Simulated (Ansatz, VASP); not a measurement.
**Cross-check of B27P26F (F_P) between VASP and Ansatz**

Aim: how closely do two programs agree when they are given the same cell, functional and k mesh? The cell is taken from a series of runs on this material, whose earlier steps may have relaxed, scaled, displaced or heated it; both programs get it as it stands.

Main program and level: Ansatz 0.2.0; plane waves, with VASP 6.6.1 beside it; r2SCAN.

## Step 1: Set-up

The cell holds 54 atoms: 27 B, 26 P and 1 F. Its edges and angles: a = 9.623 Å, b = 9.623 Å, c = 9.623 Å, α = 60.0°, β = 60.0°, γ = 60.0°. It derives from BP (BP (F-43m)). Nearest the centre at fractional (0.250, 0.583, 0.583): F54 at 0.50 Å, B9 at 1.96 Å, B18 at 2.31 Å, B17 at 2.32 Å, B15 at 2.33 Å, P52 at 3.21 Å, P50 at 3.21 Å, P49 at 3.21 Å. The cell carries charge +2.

As a file:

```cif
data_structure
_symmetry_space_group_name_H-M 'P 1'
_symmetry_Int_Tables_number 1
_cell_length_a 9.6231
_cell_length_b 9.6231
_cell_length_c 9.6231
_cell_angle_alpha 60.000
_cell_angle_beta 60.000
_cell_angle_gamma 60.000
_cell_volume 630.13
loop_
_atom_site_label
_atom_site_type_symbol
_atom_site_fract_x
_atom_site_fract_y
_atom_site_fract_z
_atom_site_occupancy
B1 B 0.99961 0.99912 0.00043 1
B2 B 0.99863 0.99904 0.33382 1
B3 B 0.99863 0.99902 0.66806 1
B4 B 0.99861 0.33253 0.00035 1
B5 B 0.00014 0.33225 0.33354 1
B6 B 0.99859 0.33251 0.66804 1
B7 B 0.99865 0.66676 0.00031 1
B8 B 0.99860 0.66674 0.33380 1
B9 B 0.00080 0.66546 0.66673 1
B10 B 0.33542 0.99734 0.99859 1
B11 B 0.33613 0.99860 0.33243 1
B12 B 0.33537 0.99743 0.66826 1
B13 B 0.33614 0.33116 0.99989 1
B14 B 0.33612 0.33109 0.33239 1
B15 B 0.34836 0.28723 0.68195 1
B16 B 0.33536 0.66696 0.99875 1
B17 B 0.34838 0.68066 0.28849 1
B18 B 0.34838 0.68083 0.68206 1
B19 B 0.66743 0.99882 0.00011 1
B20 B 0.66741 0.99881 0.33325 1
B21 B 0.66728 0.99671 0.66782 1
B22 B 0.66741 0.33196 0.00012 1
B23 B 0.66724 0.33107 0.33238 1
B24 B 0.66725 0.33108 0.66886 1
B25 B 0.66727 0.66654 0.99802 1
B26 B 0.66727 0.66755 0.33238 1
B27 B 0.66736 0.66652 0.66780 1
P28 P 0.25006 0.24891 0.25022 1
P29 P 0.24800 0.24960 0.58140 1
P30 P 0.24800 0.24964 0.92039 1
P31 P 0.24801 0.58010 0.25090 1
P32 P 0.24801 0.58016 0.92064 1
P33 P 0.24802 0.91910 0.25090 1
P34 P 0.24799 0.91936 0.58144 1
P35 P 0.24938 0.91586 0.91717 1
P36 P 0.58465 0.24806 0.24937 1
P37 P 0.58710 0.24991 0.58123 1
P38 P 0.58466 0.24808 0.91738 1
P39 P 0.58709 0.57990 0.25126 1
P40 P 0.58729 0.57987 0.58116 1
P41 P 0.58435 0.58136 0.91696 1
P42 P 0.58466 0.91607 0.24937 1
P43 P 0.58435 0.91566 0.58265 1
P44 P 0.58435 0.91563 0.91691 1
P45 P 0.91757 0.24861 0.24993 1
P46 P 0.91757 0.24861 0.58327 1
P47 P 0.91695 0.24848 0.91700 1
P48 P 0.91758 0.58198 0.24992 1
P49 P 0.91701 0.58160 0.58291 1
P50 P 0.91687 0.58162 0.91804 1
P51 P 0.91696 0.91570 0.24978 1
P52 P 0.91686 0.91676 0.58292 1
P53 P 0.91693 0.91572 0.91702 1
F54 F 0.18699 0.60365 0.60482 1
```

## Step 2: Ansatz: single point, r2SCAN, pair 1

Ansatz runs on its PAW soft_1 files.

A single point takes one fixed geometry, so differences don't come from the geometry; what else differs is listed under the comparison.

Contents of input.yaml:

```yaml
crystal:
  checkpoint: "../qp2.relax.run"
  host: checkpoint
total_charge: 2
basis:
  ecutwfc: 500
  xc_grid: 2
hamiltonian:
  xc: r2scan
  pseudopotentials: { kind: paw, azcp: { folder: soft_1 } }
kpoints:
  mp_grid: { grid: [2, 2, 2], shift: [0.5, 0.5, 0.5] }
scf:
  occupations: { method: fixed }
  max_iter: 80
output:
  forces: true
  eigenvalues: true
  charged_corrections:
    epsilon: 9.31
    static_epsilon: 9.42
    defect_position: [0.25, 0.583333, 0.583333]
  eigenstates: { localisation: true }
  populations: true
  band_densities: [{ bands: [v1, v1] }, { bands: [c1, c1] }]
  write_density: true
  write_potential: true
  volumetric_format: npy
checkpoint:
  read: "../qp2.relax.run"
  write: "../qp2.point.run"
  compress: false
  write_wavefunctions: false
  write_every: 100000
```

Run with:

```bash
$ ansatz run input.yaml --threads 4 --pin off --max-ram 7536MiB --backend cpu --events-out ev --progress --plain --runs-dir out
```

Numbers of over 12 decimals in the logs are rounded to 6 here.

The log of the run:

```text
crystal.checkpoint: the structure is that of <dir>, a `relax` run, at its step 10: its result, under r2scan at a charge of 2 e; 54 atoms read, 0 with a starting moment; crystal.structure_sha256 for this input is
Engine: ansatz 0.2.0, aarch64-unknown-linux-gnu
Pseudopotentials: kind: paw
Pseudopotential: B, paw, valence charge 3, recommended cutoff 500 eV (meta_gga), soft_1/B.paw.azcp
Pseudopotential: P, paw, valence charge 5, recommended cutoff 500 eV (meta_gga), soft_1/P.paw.azcp
Pseudopotential: F, paw, valence charge 7, recommended cutoff 500 eV (meta_gga), soft_1/F.paw.azcp
Functional definition: r2SCAN
  parameter k0 = 0.174
  parameter k1 = 0.065
  parameter a1 = 4.9479
  exchange = r2scan_x(k0 = k0, k1 = k1, a1 = a1)
  correlation = r2scan_c
Crystal: 54 atoms, lattice volume = 630.129 Å³
Basis set: ecut = 500 eV, 16049 PW (Γ), exchange–correlation on 144×144×144 points (8 copies of the dense FFT grid, shifted against one another)
Bands: 162, of which v1, the nominal top of the filled ones, is band 108 counted from 1 (107 counted from 0)
Symmetry: 1 space group operations
Space group: P1 (ITA 1), of the structure as read, at distance tolerance 8.6e-5 Å
k-points: 4 of 8 (time reversal used)
Non-local potential: B, projectors of the file, l = 0: 2, l = 1: 2, l = 2: 1
Non-local potential: P, projectors of the file, l = 0: 2, l = 1: 2, l = 2: 1
Non-local potential: F, projectors of the file, l = 0: 2, l = 1: 2, l = 2: 1
PAW form: soft (Blöchl's): semilocal exchange-correlation on the pseudo side does not see the compensation charge
PAW frozen core: B, regenerated for the run's functional (the file was generated under x = pbe(κ = 0.804, μ = 0.219515), c = pbe(β = 0.066725))
PAW frozen core: P, regenerated for the run's functional (the file was generated under x = pbe(κ = 0.804, μ = 0.219515), c = pbe(β = 0.066725))
PAW frozen core: F, regenerated for the run's functional (the file was generated under x = pbe(κ = 0.804, μ = 0.219515), c = pbe(β = 0.066725))
PAW one-centre angular grid: B, 302 points (default); XC on 223 of its mesh's 2233 points in the sphere
PAW one-centre angular grid: P, 302 points (default); XC on 160 Gauss nodes
PAW one-centre angular grid: F, 302 points (default); XC on 160 Gauss nodes
Initial density: read from a saved state, or passed on in memory by an earlier SCF of this step, an earlier step, the calling program or the single point that the run made first
Stability of the state it starts from, as read at its close in the unpolarized treatment: not read negative (Ritz values of 1 − χ₀K, real part plus size of imaginary part, from 1.0 to 1.6, by its mixing steps under no symmetry)
Initial wavefunctions: those read from a saved state, or passed on in memory by an earlier step or the calling program
Functional: x = r2scan, c = r2scan; τ floored in thin density (d = 2e-4 eV/Å³)
SCF iter   1: F=—  HF=-24815.366057 eV  |F-HF|=—  |Δ(HF+E_count)|=         —  Δρ=1.01e-6  dr2=6.34e-9  dr2_τ=2.67e-10  ethr=9.30e-12  ⟨swp⟩=3.0  Hψ=1514  notcnv=0
preconditioner: auto → Resta (q_TF=auto, 2.282 Å⁻¹)  ε∞=4.7  [insulator: Δε(μ)=0.430 eV  Ē_g=11.318 eV  n_scr=136 (ndim 8)  ℏωp=21.6 eV  f_vac=0.000  ε∞_Penn≈4.7]
SCF iter   2: F=-24815.366057 eV  HF=-24815.366057 eV  |F-HF|=1.31e-9  |Δ(HF+E_count)|=   2.19e-9  Δρ=6.43e-7  dr2=2.70e-9  dr2_τ=9.56e-11  ethr=2.94e-12  ⟨swp⟩=8.0  Hψ=2929  notcnv=0
SCF 1 converged in 2 iterations: F = -24815.366057 eV  dr2 = 2.70e-9
  greatest PAW one-centre occupation: 0.933 electrons in one spin orbital (limit 2), on the F atom at site 9 (counted from 0), in its partial waves of l = 0
SCF converged after 2 iterations
Free energy (F): -24815.366057 eV
Harris-Foulkes:  -24815.366057 eV  (|F-HF|=1.31e-9)
Internal energy: -24815.366057 eV  (E = F + TS)
E sigma→0 (E₀):  -24815.366057 eV
Fermi energy:    8.601163 eV
--- Per-component energies (eV) ---
  E_band       = 417.048164
  E_kinetic    = 3347.254169
  E_local      = -2351.724320  (includes V_loc(G=0)·N_el)
  E_nonlocal   = 1104.380152
  E_hartree    = 739.030135
  E_xc         = -2724.384713
  E_vxc        = -2954.530479  (∫ρ·V_xc dr)
  E_paw        = -17071.941422  (= ΣΔE_a)
  E_vpaw       = -343.342889  (= ΣTr[D̂ρ^β])
  E_aug_tail   = 0.000297  (compensation charges beyond the density's cutoff)
  E_vtau       = 136.950771  (kinetic-family band-sum trace: ∫τ·v_τ [+ j·A + Jᵃ·Aᵃ] dr)
  E_ewald      = -7855.089126
  E_core_change = -2.891230  (= ΣΔE_core)
  E_smearing   = -0.000000  (= −TS)
  E_closure    = 0.000000  (closes the sum)
  E_deformation_potential = 32.006964  (in the stress; not in F)
  Σ components = -24815.366057   (vs F -24815.366057, Δ=0.00e0)
--- Forces (eV/Å), atoms counted from 1 ---
  atom   1  B      0.00058801    -0.00339452    -0.00250432
  atom   2  P     -0.00175987    -0.00104155     0.00226902
[...]
atom  46  P     -0.00779243     0.00126106     0.00246342
  atom  47  B      0.00030509     0.00283891    -0.00046208
  atom  48  P      0.00083355     0.00397522     0.00362217
  atom  49  B     -0.00128838    -0.00219969    -0.00018073
  atom  50  P     -0.00094571     0.00026755     0.00061979
  atom  51  B      0.00115017    -0.00097389     0.00221748
  atom  52  P     -0.00171847     0.00422397     0.00419127
  atom  53  B      0.01018621    -0.00275670    -0.00510265
  atom  54  P     -0.00114048     0.00243591     0.00207804
  max |Σ_I F_I| component: 4.66e-3 eV/Å
--- Charged-cell corrections in eV (Makov–Payne, q = +2.000 e, ε = 9.310 of the electrons, 9.420 with the ions) ---
  F (periodic)     = -24815.366057  (uncorrected; the corrections below are reported, never added to it)
  E_corr1          = +1.042146  (monopole, q²α_M/2εL)
  F Makov-Payne    = n/a  (the rows are of the electrons' constant alone; ansatz place-levels tells what screens the charge)
  no potential alignment in this run, which stands beside a crystal: run the host's input off ansatz write-host-input, and read the two finished runs by ansatz place-levels (neither reads a slab, a wire or a sheet, whose cell leaves a vacuum)
--- Band table (eV) ---
  k-point 0: bands = [... 104 lower, 7.7739, 7.8912, 8.5476, 8.6012, 9.0315, 10.3369, 10.5639, 10.9737, ... 50 higher]
  k-point 1: bands = [... 104 lower, 7.6215, 7.7058, 8.1221, 8.2953, 9.5622, 10.1410, 10.6719, 10.9719, ... 50 higher]
  k-point 2: bands = [... 104 lower, 7.6213, 7.7058, 8.1222, 8.2954, 9.5623, 10.1408, 10.6719, 10.9719, ... 50 higher]
  k-point 3: bands = [... 104 lower, 7.5487, 7.6939, 8.1291, 8.3713, 9.3737, 10.5019, 10.8833, 10.9616, ... 50 higher]
--- Löwdin populations: 54 sites ---
  site symbol       q [e]
     0      B      3.6140
     1      P      4.2738
     2      B      3.6169
     3      P      4.2664
     4      B      3.6161
     5      P      4.2668
     6      B      3.6168
     7      P      4.2663
     8      B      3.6201
     9      F      7.3185
    10      B      3.6160
    11      P      4.2662
    12      B      3.6160
    13      P      4.2667
    14      B      3.6160
    15      P      4.2661
    16      B      3.1344
    17      P      4.2735
    18      B      3.5733
    19      P      4.2634
    20      B      3.6152
    21      P      4.2725
    22      B      3.5736
    23      P      4.2637
[...]
46      B      3.6132
    47      P      4.3004
    48      B      3.5818
    49      P      4.2674
    50      B      3.6132
    51      P      4.3003
    52      B      3.5813
    53      P      4.2678
  spilling = 0.008274 (of n_electrons = 216.000000)
--- Band densities, each state counted as filled ---
  window                                       electrons  max residual (eV)  cut levels
  bands: [v1, v1]                               2.000000             1.2e-9           0
  bands: [c1, c1]                               2.000000             2.6e-5           0
```

## Step 3: VASP: single point, r2SCAN, pair 1

The same cell, functional and mesh now go to VASP, with its own data sets.

Lines of VASP's logs that name or quote its potential files are left out, and so is its time.

Contents of INCAR:

```
SYSTEM = B27P26F
PREC = Accurate
ENCUT = 580
EDIFF = 1E-06
NELM = 120
ISMEAR = 0
SIGMA = 0.01
LREAL = Auto
ALGO = Normal
METAGGA = R2SCAN
LASPH = .TRUE.
NELECT = 216
NBANDS = 152
LORBIT = 11
LWAVE = .FALSE.
LCHARG = .FALSE.
ISIF = 2
ISYM = 0
GGA_COMPAT = .FALSE.
EFERMI = MIDGAP
LMIXTAU = .TRUE.
KPAR = 4
```

Contents of POSCAR:

```
B27P26F
1.0
    0.0000000000      6.8045562257      6.8045562257
    6.8045562257      0.0000000000      6.8045562257
    6.8045562257      6.8045562257      0.0000000000
B P F
27 26 1
Direct
    0.9996097740      0.9991237872      0.0004276366
    0.9986310203      0.9990356340      0.3338191833
    0.9986276688      0.9990204212      0.6680639510
    0.9986061700      0.3325273094      0.0003536585
    0.0001409645      0.3322532940      0.3335402057
    0.9985868010      0.3325080977      0.6680399178
    0.9986487769      0.6667600546      0.0003119643
    0.9985983775      0.6667420784      0.3338037575
    0.0008014631      0.6654574707      0.6667278256
    0.3354202370      0.9973416123      0.9985905357
    0.3361341470      0.9985955850      0.3324313517
    0.3353716668      0.9974313367      0.6682596020
    0.3361440955      0.3311553678      0.9998890911
    0.3361182912      0.3310883165      0.3323855621
    0.3483621124      0.2872293404      0.6819466875
    0.3353626556      0.6669621086      0.9987464028
    0.3483806941      0.6806572492      0.2884867955
    0.3483795846      0.6808332800      0.6820603146
    0.6674301387      0.9988232756      0.0001134799
    0.6674102223      0.9988079251      0.3332548988
    0.6672823968      0.9967126973      0.6678248771
    0.6674139670      0.3319597657      0.0001222086
    0.6672353084      0.3310650348      0.3323826284
    0.6672525120      0.3310826522      0.6688626753
    0.6672666860      0.6665386720      0.9980181833
    0.6672686067      0.6675540323      0.3323804897
    0.6673632005      0.6665184418      0.6678018189
    0.2500635070      0.2489080526      0.2502166178
    0.2480003297      0.2496047899      0.5814044857
    0.2480017287      0.2496427747      0.9203881739
    0.2480096498      0.5800970289      0.2509029714
    0.2480115529      0.5801569115      0.9206411793
    0.2480185919      0.9190970205      0.2508973136
    0.2479924728      0.9193631933      0.5814358254
    0.2493802690      0.9158578255      0.9171682017
    0.5846495314      0.2480595061      0.2493684522
    0.5870954661      0.2499105470      0.5812334253
    0.5846607367      0.2480783051      0.9173810492
    0.5870876935      0.5799034215      0.2512634732
    0.5872919761      0.5798689793      0.5811599584
    0.5843489391      0.5813621504      0.9169629996
    0.5846618461      0.9160688377      0.2493699177
    0.5843538738      0.9156609520      0.5826537297
    0.5843454208      0.9156270095      0.9169145224
    0.9175655596      0.2486130594      0.2499259515
    0.9175749125      0.2486102225      0.5832691926
    0.9169530374      0.2484839591      0.9169977636
    0.9175768353      0.5819758237      0.2499163598
    0.9170135501      0.5816045306      0.5829051356
    0.9168706139      0.5816207334      0.9180375188
    0.9169556332      0.9156961359      0.2497828205
    0.9168568770      0.9167558738      0.5829163084
    0.9169258758      0.9157244748      0.9170219484
    0.1869895574      0.6036464074      0.6048196927
```

Contents of KPOINTS:

```
Points of the shifted mesh
8
Reciprocal
 0.2500000000  0.2500000000  0.2500000000 1
 0.2500000000  0.2500000000  0.7500000000 1
 0.2500000000  0.7500000000  0.2500000000 1
 0.2500000000  0.7500000000  0.7500000000 1
 0.7500000000  0.2500000000  0.2500000000 1
 0.7500000000  0.2500000000  0.7500000000 1
 0.7500000000  0.7500000000  0.2500000000 1
 0.7500000000  0.7500000000  0.7500000000 1
```

Potentials, in the order of the species: B, P and F (PBE family, release 64).

Run with:

```bash
$ mpirun -np 8 vasp_std
```

The log of the run:

```text
[banner, memory and clock lines left out]
running    8 mpi-ranks, on    1 nodes
[...]
|                                                                             |
|           W    W    AA    RRRRR   N    N  II  N    N   GGGG   !!!           |
|           W    W   A  A   R    R  NN   N  II  NN   N  G    G  !!!           |
|           W    W  A    A  R    R  N N  N  II  N N  N  G       !!!           |
|           W WW W  AAAAAA  RRRRR   N  N N  II  N  N N  G  GGG   !            |
|           WW  WW  A    A  R   R   N   NN  II  N   NN  G    G                |
|           W    W  A    A  R    R  N    N  II  N    N   GGGG   !!!           |
|                                                                             |
|     For optimal performance we recommend to set                             |
|       NCORE = 2 up to number-of-cores-per-socket                            |
|     NCORE specifies how many cores store one orbital (NPAR=cpu/NCORE).      |
|     This setting can greatly improve the performance of VASP for DFT.       |
[...]
DAV:   5    -0.524868199145E+03   -0.39702E-01   -0.39598E-01  3032   0.131E+00BRMIX: very serious problems
 the old and the new charge density differ
 old charge density:   218.00000 new  216.00000
BRMIX: very serious problems
 the old and the new charge density differ
 old charge density:   218.00000 new  216.00000
BRMIX: very serious problems
 the old and the new charge density differ
 old charge density:   218.00000 new  216.00000
BRMIX: very serious problems
 the old and the new charge density differ
 old charge density:   218.00000 new  216.00000
    0.410E+01
DAV:   6    -0.496594304603E+03    0.28274E+02   -0.23698E+01  2736   0.107E+01    0.249E+01
DAV:   7    -0.467595147102E+03    0.28999E+02   -0.62464E+00  3000   0.678E+00    0.512E+00
DAV:   8    -0.474719085522E+03   -0.71239E+01   -0.10187E+01  2640   0.812E+00    0.243E+00
DAV:   9    -0.474514843281E+03    0.20424E+00   -0.16566E+00  2632   0.350E+00    0.166E+00
[...]
DAV:  19    -0.475045094205E+03   -0.33995E-05   -0.56199E-06  2688   0.135E-02    0.794E-03
DAV:  20    -0.475045098825E+03   -0.46203E-05   -0.17582E-05  2760   0.134E-02    0.263E-03
DAV:  21    -0.475045099818E+03   -0.99217E-06   -0.18738E-06  1840   0.441E-03
   1 F= -.47504510E+03 E0= -.47504510E+03  d E =0.000000E+00
```

From OUTCAR (step 3):

```text
  Total      -19.0060281    -18.9236872    -18.9289104      0.1055534     -1.8084711      0.1202634
  in kB      -48.3250745    -48.1157130    -48.1289937      0.2683821     -4.5982516      0.3057839
  external PRESSURE =     -48.1899270 kB  Pullay stress =       0.0000000 kB

 POSITION                                       TOTAL-FORCE (eV/Angst)
 -----------------------------------------------------------------------------------
      6.80150      6.80481     13.60049         0.001035     -0.002158      0.000734
      9.06949      9.06673     13.59324         0.000479      0.000177     -0.003152
     11.34377     11.34110     13.59311        -0.003644      0.001279     -0.002942
      2.26511      6.79748      9.05777        -0.003171     -0.002727      0.002514
      4.53043      2.27055      2.26180         0.001218      0.002283      0.000338
      6.80829     11.34066      9.05751         0.001175      0.004228      0.001919
      4.53913      6.79748     11.33237        -0.003633     -0.001661      0.001584
      6.80827      9.06641     11.33190         0.001647      0.003198      0.002378
      9.06493      4.54224      4.53360         0.151711     -0.155507     -0.155753
     13.58143      9.07735      9.06885         0.003282      0.000793      0.002058
      9.05705      4.54929      9.08224         0.002165      0.000541     -0.001311
     11.33429      6.82927      9.06913         0.001585     -0.004957      0.000890
      9.05717      9.09111      4.54068         0.002022     -0.002928     -0.002249
      4.51465      4.54887      4.54004         0.001624     -0.001124     -0.002911
[...]
-----------------------------------------------------------------------------------
    total drift:                                0.004767     -0.000156     -0.009088

  FREE ENERGIE OF THE ION-ELECTRON SYSTEM (eV)
  ---------------------------------------------------
  free  energy   TOTEN  =      -475.0450998176 eV

  energy  without entropy=     -475.0450998176  energy(sigma->0) =     -475.04509982

[... 2 further parts left out ...]
```

The cell is charged against a uniform background. The gap is read on the k-mesh alone, so it is an upper bound where the band edges lie off the mesh. The PAW data sets were made with PBE, which is usual practice but a small mismatch for other functionals.

(Part 1 of 2 ends here.)

[Lines on the potential files, build, host, timing and source positions are cut from VASP's logs without a mark.]

[Logs are printed without paths, hosts, clocks, repeated set-up lines and the standing remarks that a program may print on its own settings, such as how far it seeks lower states.]

[Hosts, paths, dates, database ids (printed as entryN), source tags and the programs' standing remarks are cut or masked in the printed files.]
